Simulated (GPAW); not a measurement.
# KMgF3 (Pm-3m) in GPAW: further runs, part 2 of 3

GPAW 26.7.0. Earlier steps stand in the parts before.

**3. Optical spectrum, RPBE**

Contents of run.py:

```python
from ase import Atoms
from ase.dft.bandgap import bandgap
from ase.io import write
from gpaw import GPAW, PW
from gpaw.response.df import DielectricFunction

atoms = Atoms(['K', 'Mg', 'F', 'F', 'F'],
              cell=[[3.9859, 0.0, 0.0],
                    [0.0, 3.9859, 0.0],
                    [0.0, 0.0, 3.9859]],
              scaled_positions=[[0.5, 0.5, 0.5],
                                [0.0, 0.0, 0.0],
                                [0.0, 0.0, 0.5],
                                [0.0, 0.5, 0.0],
                                [0.5, 0.0, 0.0]],
              pbc=True)

calc = GPAW(mode=PW(650),
            xc='RPBE',
            kpts={'size': (6, 6, 6), 'gamma': True},
            occupations={'name': 'fermi-dirac', 'width': 0.001},
            nbands=34,
            convergence={'density': 1e-06},
            maxiter=150,
            txt='gpaw.txt')
atoms.calc = calc
energy = atoms.get_potential_energy()
calc.write('gs.gpw')
write('result.traj', atoms)
print(f'Energy: {energy:.6f} eV')
print('Fermi level:', round(calc.get_fermi_level(), 4), 'eV')
print(f'Gap: {bandgap(calc)[0]:.4f} eV, direct: {bandgap(calc, direct=True)[0]:.4f} eV')

dense = calc.fixed_density(kpts={'size': (11, 11, 11), 'gamma': True},
                           nbands=66, convergence={'bands': 60, 'eigenstates': 1e-7},
                           update_fermi_level=True, txt='dense.txt')
dense.write('dense.gpw', mode='all')

df = DielectricFunction('dense.gpw', frequencies={'type': 'nonlinear', 'domega0': 0.05, 'omega2': 10},
                        eta=0.1, ecut=50, nbands=60, intraband=False, txt='df.txt')
for direction in ['x']:
    df.get_dielectric_function(xc='RPA', direction=direction, filename=f'df_{direction}.csv')
    e0, e = df.get_macroscopic_dielectric_constant(xc='RPA', direction=direction)
    print(f'{direction}: static eps {e0:.4f} without, {e:.4f} with local fields')
```

Potentials or basis: the program's PAW data sets (release 1.2.1) made for this functional, pw.

On the command line:

```console
> OMP_NUM_THREADS=1 python run.py
```

gpaw.txt:

```text
__  _  _
 | _ |_)|_||  |
 |__||  | ||/\| - 26.7.0

Input parameters:
  mode=PW(ecut=650.0),
  convergence={'density': 1e-06},
  kpts=MonkhorstPack(size=(6, 6, 6), gamma=True),
  maxiter=150,
  nbands=34,
  occupations=Occupations(name='fermi-dirac', width=0.001),
  xc=XC(name='RPBE')

Diagonalizing LCAO Hamiltonian
Converting LCAO to pw mode
   .---------.
  /|         |
 * |         |
 | |         |
 | |   K     |
 F .---------.
 |F         /
 Mg---F----*

Atoms  # Å, Bohr magnetons
|   | symbol |        x |        y |        z |    initial magnetic moments |
|---|--------|----------|----------|----------|-----------------------------|
| 0 |      K | 1.992950 | 1.992950 | 1.992950 | ( 0.0000,  0.0000,  0.0000) |
| 1 |     Mg | 0.000000 | 0.000000 | 0.000000 | ( 0.0000,  0.0000,  0.0000) |
| 2 |      F | 0.000000 | 0.000000 | 1.992950 | ( 0.0000,  0.0000,  0.0000) |
| 3 |      F | 0.000000 | 1.992950 | 0.000000 | ( 0.0000,  0.0000,  0.0000) |
| 4 |      F | 1.992950 | 0.000000 | 0.000000 | ( 0.0000,  0.0000,  0.0000) |

Unit cell  # Å
| periodic |        x |        y |        z |  lengths |    angles |
|----------|----------|----------|----------|----------|-----------|
|      yes | 3.985900 | 0.000000 | 0.000000 | 3.985900 | 90.000000 |
|      yes | 0.000000 | 3.985900 | 0.000000 | 3.985900 | 90.000000 |
|      yes | 0.000000 | 0.000000 | 3.985900 | 3.985900 | 90.000000 |

Number of symmetries: 48
Symmetry operations  # r_c * U_cc + t_c -> r_c
|    | kind |            matrix            |
|----|------|------------------------------|
|  0 |  E   |  1, 0, 0,  0, 1, 0,  0, 0, 1 |
|  1 |  σ   |  1, 0, 0,  0, 1, 0,  0, 0,-1 |
|  2 |  σ   |  1, 0, 0,  0, 0, 1,  0, 1, 0 |
|  3 |  C4  |  1, 0, 0,  0, 0, 1,  0,-1, 0 |
|  4 |  C4  |  1, 0, 0,  0, 0,-1,  0, 1, 0 |
|  5 |  σ   |  1, 0, 0,  0, 0,-1,  0,-1, 0 |
|  6 |  σ   |  1, 0, 0,  0,-1, 0,  0, 0, 1 |
|  7 |  C2  |  1, 0, 0,  0,-1, 0,  0, 0,-1 |
|  8 |  σ   |  0, 1, 0,  1, 0, 0,  0, 0, 1 |
|  9 |  C2  |  0, 1, 0,  1, 0, 0,  0, 0,-1 |
| 10 |  C3  |  0, 1, 0,  0, 0, 1,  1, 0, 0 |
| 11 |  S6  |  0, 1, 0,  0, 0, 1, -1, 0, 0 |
| 12 |  S6  |  0, 1, 0,  0, 0,-1,  1, 0, 0 |
| 13 |  C3  |  0, 1, 0,  0, 0,-1, -1, 0, 0 |
| 14 |  C4  |  0, 1, 0, -1, 0, 0,  0, 0, 1 |
| 15 |  S4  |  0, 1, 0, -1, 0, 0,  0, 0,-1 |
| 16 |  C3  |  0, 0, 1,  1, 0, 0,  0, 1, 0 |
| 17 |  S6  |  0, 0, 1,  1, 0, 0,  0,-1, 0 |
| 18 |  σ   |  0, 0, 1,  0, 1, 0,  1, 0, 0 |
| 19 |  C4  |  0, 0, 1,  0, 1, 0, -1, 0, 0 |
| 20 |  C2  |  0, 0, 1,  0,-1, 0,  1, 0, 0 |
| 21 |  S4  |  0, 0, 1,  0,-1, 0, -1, 0, 0 |
| 22 |  S6  |  0, 0, 1, -1, 0, 0,  0, 1, 0 |
| 23 |  C3  |  0, 0, 1, -1, 0, 0,  0,-1, 0 |
| 24 |  S6  |  0, 0,-1,  1, 0, 0,  0, 1, 0 |
| 25 |  C3  |  0, 0,-1,  1, 0, 0,  0,-1, 0 |
| 26 |  C4  |  0, 0,-1,  0, 1, 0,  1, 0, 0 |
| 27 |  σ   |  0, 0,-1,  0, 1, 0, -1, 0, 0 |
| 28 |  S4  |  0, 0,-1,  0,-1, 0,  1, 0, 0 |
| 29 |  C2  |  0, 0,-1,  0,-1, 0, -1, 0, 0 |
| 30 |  C3  |  0, 0,-1, -1, 0, 0,  0, 1, 0 |
| 31 |  S6  |  0, 0,-1, -1, 0, 0,  0,-1, 0 |
| 32 |  C4  |  0,-1, 0,  1, 0, 0,  0, 0, 1 |
| 33 |  S4  |  0,-1, 0,  1, 0, 0,  0, 0,-1 |
| 34 |  S6  |  0,-1, 0,  0, 0, 1,  1, 0, 0 |
| 35 |  C3  |  0,-1, 0,  0, 0, 1, -1, 0, 0 |
| 36 |  C3  |  0,-1, 0,  0, 0,-1,  1, 0, 0 |
| 37 |  S6  |  0,-1, 0,  0, 0,-1, -1, 0, 0 |
| 38 |  σ   |  0,-1, 0, -1, 0, 0,  0, 0, 1 |
| 39 |  C2  |  0,-1, 0, -1, 0, 0,  0, 0,-1 |
| 40 |  σ   | -1, 0, 0,  0, 1, 0,  0, 0, 1 |
| 41 |  C2  | -1, 0, 0,  0, 1, 0,  0, 0,-1 |
| 42 |  C2  | -1, 0, 0,  0, 0, 1,  0, 1, 0 |
| 43 |  S4  | -1, 0, 0,  0, 0, 1,  0,-1, 0 |
| 44 |  S4  | -1, 0, 0,  0, 0,-1,  0, 1, 0 |
| 45 |  C2  | -1, 0, 0,  0, 0,-1,  0,-1, 0 |
| 46 |  C2  | -1, 0, 0,  0,-1, 0,  0, 0, 1 |
| 47 |  i   | -1, 0, 0,  0,-1, 0,  0, 0,-1 |

BZ-sampling:
  Number of BZ points: 216
  Number of IBZ points: 20

  Monkhorst-Pack size: [6, 6, 6]
  Monkhorst-Pack shift: [0.08333333333333333, 0.08333333333333333, 0.08333333333333333]

K-points  # in reciprocal-cell coordinates
|     |                                coordinates |     weight |
|-----|--------------------------------------------|------------|
|   0 | (  0.00000000,   0.00000000,   0.00000000) | 0.00462963 |
|   1 | (  0.16666667,   0.00000000,   0.00000000) | 0.02777778 |
|   2 | (  0.16666667,   0.16666667,   0.00000000) | 0.05555556 |
|   3 | (  0.16666667,   0.16666667,   0.16666667) | 0.03703704 |
|   4 | (  0.33333333,   0.00000000,   0.00000000) | 0.02777778 |
|   5 | (  0.33333333,   0.16666667,   0.00000000) | 0.11111111 |
|   6 | (  0.33333333,   0.16666667,   0.16666667) | 0.11111111 |
|   7 | (  0.33333333,   0.33333333,   0.00000000) | 0.05555556 |
|   8 | (  0.33333333,   0.33333333,   0.16666667) | 0.11111111 |
|   9 | (  0.33333333,   0.33333333,   0.33333333) | 0.03703704 |
| ... |                                            |            |
|  19 | (  0.50000000,   0.50000000,   0.50000000) | 0.00462963 |

Plane wave coefficients: 2408
Cutoff: 650.0 eV

Spin-components: 1 (collinear spins)
Bands:           34
Projectors:      25
Spin-degeneracy: 2
Datatype:        complex128

Parallelization:
  kpt:    1
  domain: 1
  band:   1

Density:
  Valence electrons: 40.0
  Components: 1
  Grid points: [24 24 24]
  Charge: 0.0  # |e|

Potential:
  Grid points: [24 24 24]

species:
  K:
    name:    Potassium
    Z:       19.0
    valence: 9
    core:    10
    charge:  0.0  # [|e|]
    compensation charges:
      type: gauss
      rc: 0.35  # [Å]
      lmax: 2
    cutoffs:
      filter: 1.91  # [Å]
      core: 1.27  # [Å]
    projectors
    | kind |    occ | energy [eV] | rcut [Å] |
    |------|--------|-------------|----------|
    |   3s |  2.000 |     -35.407 |    1.122 |
    |   4s |  1.000 |      -2.277 |    1.122 |
    |   3p |  6.000 |     -18.838 |    1.106 |
    |    p |        |       8.374 |    1.106 |
    |    d |        |       0.000 |    0.937 |

    Using partial waves for K as LCAO basis

  Mg:
    name:    Magnesium
    Z:       12.0
    valence: 10
    core:    2
    charge:  0.0  # [|e|]
    compensation charges:
      type: gauss
      rc: 0.33  # [Å]
      lmax: 2
    cutoffs:
      filter: 1.86  # [Å]
      core: 0.54  # [Å]
    projectors
    | kind |    occ | energy [eV] | rcut [Å] |
    |------|--------|-------------|----------|
    |   2s |  2.000 |     -80.012 |    1.090 |
    |   3s |  2.000 |      -4.684 |    1.090 |
    |   2p |  6.000 |     -46.607 |    1.085 |
    |   3p |  0.000 |      -1.360 |    1.085 |
    |    d |        |       0.000 |    1.037 |

    Using partial waves for Mg as LCAO basis

  F:
    name:    Fluorine
    Z:       9.0
    valence: 7
    core:    2
    charge:  0.0  # [|e|]
    compensation charges:
      type: gauss
      rc: 0.20  # [Å]
      lmax: 2
    cutoffs:
      filter: 1.14  # [Å]
      core: 0.74  # [Å]
    projectors
    | kind |    occ | energy [eV] | rcut [Å] |
    |------|--------|-------------|----------|
    |   2s |  2.000 |     -29.979 |    0.635 |
    |   2p |  5.000 |     -11.057 |    0.635 |
    |    s |        |      -2.768 |    0.635 |
    |    p |        |      16.154 |    0.635 |
    |    d |        |       0.000 |    0.635 |

    Using partial waves for F as LCAO basis

Reference energy: -29988.493068  # eV

eigensolver:
  PPCG
  Converge bands: occupied
  niter=2

density mixing:
  MSR1-Mixer
  Pratt-step length: 0.05
  Maximum mixing coefficient: 0.75
  Old densities: 10
  SVD Regularization: 0.005
  Good broyden scale: 1.0
  Trust region scale: 1.0
  Backstep threshold: 4.0
  History deletion threshold: 6.0
  Fourier metric: weight=20.0, sigma=0.015

occupation numbers:
  Fermi-Dirac:
    width: 0.0010  # eV

poisson solver:
  ecut: 5200.0  # eV

xc functional:
  name: RPBE with 2 nearest neighbor stencil

convergence criteria:
- Maximum integral of absolute [dens]ity change: 1e-06 electrons / valence electron
- Maximum [total energy] change in last 3 cyles: 0.0005 eV / valence electron
- Maximum integral of absolute [eigenst]ate change: 4e-08 eV^2 / valence electron
maximum number of iterations: 150

SCF iterations
|iter     | |      energy | eigst |  dens |
|---------|-|-------------|-------|-------|
|iter:   1| |  -24.360010 | -0.04 |       |
|iter:   2| |  -24.018414 | -1.49 | -1.17 |
|iter:   3| |  -23.037645 | -0.84 | -1.21 |
|iter:   4| |  -23.081929 | -2.62 | -1.64 |
|iter:   5| |  -23.110391 | -2.70 | -1.91 |
|iter:   6| |  -23.110904 | -4.40 | -2.92 |
|iter:   7| |  -23.111011c| -5.56 | -3.34 |
|iter:   8| |  -23.111025c| -6.01 | -3.87 |
|iter:   9| |  -23.111026c| -7.88c| -4.78 |
|iter:  10| |  -23.111026c| -7.52c| -5.25 |
|iter:  11| |  -23.111026c| -8.34c| -6.30c|

Converged in 11 steps
Energy contributions relative to reference atoms: (reference = -29988.493068)

Energy contributions:
  Kinetic:          33.041185
  Coulomb:         -28.966792
  Zero:             -0.131035
  External:          0.000000
  Xc:              -27.054384
  Entropy:          -0.000000
  Spinorbit:         0.000000
  ----------------------------
  Free energy:     -23.111026
  Extrapolated:    -23.111026

dipole moment: (-29.460091, -29.460091, -29.460091)  # |e|*Ang

Fermi level: 3.130
Eigenvalues  # (at kpt = [0.000, 0.000, 0.000])
| band index |      eig [eV] | occ [0-2] |
|------------|---------------|-----------|
|          0 |       -70.346 |     2.000 |
|        ... |               |           |
|         12 |        -1.606 |     2.000 |
|         13 |        -1.606 |     2.000 |
|         14 |         0.150 |     2.000 |
|         15 |         0.150 |     2.000 |
|         16 |         0.150 |     2.000 |
|         17 |         0.449 |     2.000 |
[... 8 lines left out ...]
|         26 |        15.208 |     0.000 |
|         27 |        17.979 |     0.000 |
|        ... |               |           |
|         33 |        25.558 |     0.000 |

Gap: 7.628 eV
Transition (v -> c):
  (s=0, k=19, n=19, [0.50, 0.50, 0.50]) -> (s=0, k=0, n=20, [0.00, 0.00, 0.00])
Direct/indirect transitions are different
Direct gap: 7.946 eV
Transition at: (s=0, k=0, n=19, [0.00, 0.00, 0.00])
# Writing to gs.gpw (mode='')
```

Run time: 7.8 min. Hardware: 1 thread of Arm Neoverse N1, shared host; peak memory 0.57 GiB.

Results:

* Free energy: -23.1110 eV
* Band gap on the k mesh: 7.63 eV, indirect (least direct gap 7.95 eV)

Dielectric function (mean over the directions given):
```
energy (eV)  real part  imaginary part
       0.25       1.95            0.00
       0.67       1.96            0.00
       1.15       1.96            0.00
       1.66       1.97            0.00
       2.18       1.97            0.00
       2.66       1.99            0.00
       3.17       2.00            0.00
       3.56       2.01            0.00
       4.03       2.03            0.00
       4.51       2.06            0.01
       5.01       2.08            0.01
       5.53       2.12            0.01
       6.07       2.17            0.01
       6.55       2.23            0.01
       6.87       2.28            0.02
       7.38       2.38            0.03
       7.90       2.58            0.09
       8.43       2.62            0.31
       8.89       2.54            0.42
       9.47       2.60            0.59
       9.76       2.64            0.68
      10.26       2.83            0.84
      10.78       3.19            1.32
      11.31       2.58            1.88
      11.85       1.38            2.21
      12.30       1.15            1.31
      12.77       1.57            1.18
      13.24       1.21            1.25
      13.72       1.03            0.80
      14.22       1.43            0.55
      14.73       1.62            0.81
      15.26       1.55            0.65
      15.80       1.69            0.68
      16.21       1.89            0.82
      16.78       1.55            0.95
      17.36       1.86            0.73
      17.96       1.99            1.24
      18.58       1.72            1.27
      19.22       1.52            1.59
      19.87       1.15            1.54
```

Caveat: the long-wavelength limit can be off by a per cent or two; independent-particle spectra lack excitons; an odd mesh through Γ misses points on the zone boundary, where band edges often lie.

[end of part 2 of 3]
